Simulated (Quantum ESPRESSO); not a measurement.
A calculation with Quantum ESPRESSO 7.5 of Sb (native input, structure typed inline):

File pw.in:

```
&CONTROL
  calculation = 'scf'
  prefix = 'pwscf'
  outdir = './tmp'
  pseudo_dir = './pseudo'
  tprnfor = .true.
  tstress = .true.
  disk_io = 'low'
/
&SYSTEM
  ibrav = 0
  nat = 1
  ntyp = 1
  ecutwfc = 55
  ecutrho = 440
  nbnd = 13
  occupations = 'smearing'
  smearing = 'fd'
  degauss = 0.00367493
/
&ELECTRONS
  conv_thr = 2d-10
  electron_maxstep = 120
  mixing_beta = 0.5
/
ATOMIC_SPECIES
Sb   121.7600 sb_pbe_v1.4.uspp.F.UPF
CELL_PARAMETERS angstrom
  -1.8713408863    1.8713408863    1.8713408863
   1.8713408863   -1.8713408863    1.8713408863
   1.8713408863    1.8713408863   -1.8713408863
ATOMIC_POSITIONS crystal
Sb     0.0000000000    0.0000000000    0.0000000000
K_POINTS automatic
10 10 10 0 0 0
```

Contents of pp_density.in:

```
&INPUTPP
  prefix = 'pwscf'
  outdir = './tmp'
  filplot = 'density.dat'
  plot_num = 0
/
&PLOT
  nfile = 1
  filepp(1) = 'density.dat'
  iflag = 3
  output_format = 6
  fileout = 'density.cube'
/
```

Contents of pp_potential.in:

```
&INPUTPP
  prefix = 'pwscf'
  outdir = './tmp'
  filplot = 'potential.dat'
  plot_num = 11
/
&PLOT
  nfile = 1
  filepp(1) = 'potential.dat'
  iflag = 3
  output_format = 6
  fileout = 'potential.cube'
/
```

Potentials or basis: SSSP 1.3 efficiency PBE.

Launch:

```sh
$ OMP_NUM_THREADS=1 pw.x -in pw.in > pw.out
$ OMP_NUM_THREADS=1 pp.x -in pp_density.in > pp_density.out
$ OMP_NUM_THREADS=1 pp.x -in pp_potential.in > pp_potential.out
```

This isn't the form of Sb at room conditions, which is rhombohedral.

Write the same calculation in another form: ASE script, structure typed inline.

As run:

run.py

```python
import numpy as np
from ase.calculators.espresso import Espresso, EspressoProfile
from ase import Atoms

atoms = Atoms(['Sb'],
              cell=[[-1.8713408863, 1.8713408863, 1.8713408863], [1.8713408863, -1.8713408863, 1.8713408863], [1.8713408863, 1.8713408863, -1.8713408863]],
              scaled_positions=[[0.0, 0.0, 0.0]],
              pbc=True)

input_data = {
    'control': {'calculation': 'scf', 'prefix': 'pwscf', 'outdir': './tmp', 'tprnfor': True, 'tstress': True, 'disk_io': 'nowf'},
    'system': {'ecutwfc': 55.0, 'ecutrho': 440.0, 'nbnd': 13, 'occupations': 'smearing', 'smearing': 'fd', 'degauss': 0.00367493},
    'electrons': {'conv_thr': 2e-10, 'electron_maxstep': 120, 'mixing_beta': 0.5},
}
pseudopotentials = {'Sb': 'sb_pbe_v1.4.uspp.F.UPF'}
profile = EspressoProfile(command='pw.x', pseudo_dir='pseudo')
dft = Espresso(profile=profile, input_data=input_data, pseudopotentials=pseudopotentials, kpts=(10, 10, 10), koffset=(0, 0, 0))
atoms.calc = dft

print(f'energy {atoms.get_potential_energy():.8f} eV')
print('forces (eV/A)')
print(np.round(atoms.get_forces(), 6))
print('stress (eV/A^3, Voigt)')
print(np.round(atoms.get_stress(), 8))
print(f'Fermi level {dft.get_fermi_level():.4f} eV')
```

Potentials or basis: SSSP 1.3 efficiency PBE.

Launch:

```console
$ OMP_NUM_THREADS=1 python run.py
```

Both were run:

|  | native input, structure typed inline | ASE script, structure typed inline |
| --- | --- | --- |
| Pressure | 3.3 GPa | 3.3 GPa |
| Band gap on the k mesh | none (metal or under the smearing width) | none (metal or under the smearing width) |

Keys that steer only the numerical path or the files written may differ.
